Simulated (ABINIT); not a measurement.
Set up this calculation in ABINIT 10.8.3 (patched build), as the native input.

```yaml
Task: equation of state
Functional: PBE
Dispersion: D3
Potentials_or_basis: JTH PAW PBE v2.0
Cutoff: 408 eV
k_mesh: 7 × 7 × 7
Occupations: fermi-dirac, width 0.05 eV
Spin: no spin polarisation
Fine-grid_cutoff: 816.342 eV
Exchange_and_correlation_inside_the_PAW_spheres: full angular mesh (pawxcdev 0, this build's default; the released program takes 1)
```

Sn:

```
Sn
1.0
     0.00000    3.23334    3.23334
     3.23334    0.00000    3.23334
     3.23334    3.23334    0.00000
Sn
2
Direct
  0.75000 0.75000 0.75000
  0.50000 0.50000 0.50000
```

This isn't the form of Sn at room conditions, which is tetragonal (white tin).

One way to write it, as run:

run.abi

```
ndtset 7
getwfk -1
scalecart1 3*0.9795861087
scalecart2 3*0.9864848297
scalecart3 3*0.9932883884
scalecart4 3*1.0000000000
scalecart5 3*1.0066227096
scalecart6 3*1.0131594038
scalecart7 3*1.0196128224

pp_dirpath "./"
pseudos "Sn.GGA_PBE-JTH.xml"

acell 3*1.0
rprim
     0.0000000000     6.1101323590     6.1101323590
     6.1101323590     0.0000000000     6.1101323590
     6.1101323590     6.1101323590     0.0000000000
ntypat 1
znucl 50
natom 2
typat 1 1
xred
     0.7500000000     0.7500000000     0.7500000000
     0.5000000000     0.5000000000     0.5000000000

ecut 15.0
pawecutdg 30.0

kptopt 1
ngkpt 7 7 7
nshiftk 1
shiftk 0.0 0.0 0.0

ixc 11
vdw_xc 6

nband 18
occopt 3
tsmear 0.05 eV

nstep 100
tolvrs 1.0e-9

iomode 3
prtwf 1
prtden 0
prteig 0
prtebands 0
```

Potentials or basis: JTH PAW PBE v2.0.

Run with:

```console
$ abinit run.abi > log 2>&1
```

Results of the run:

```yaml
Equilibrium_volume: "36.23 Å³/atom (rough: see the caveat)"
Bulk_modulus: 40 GPa (rough)
```

Caveat: the cutoff is too short for stress, so the log's stress isn't used; pressures at fixed basis lie under the slope of the energies; the minimum lies outside the volumes run.

Run time: 99 s on 1 thread of Arm Neoverse V1, on a shared host, peak memory 0.14 GiB.
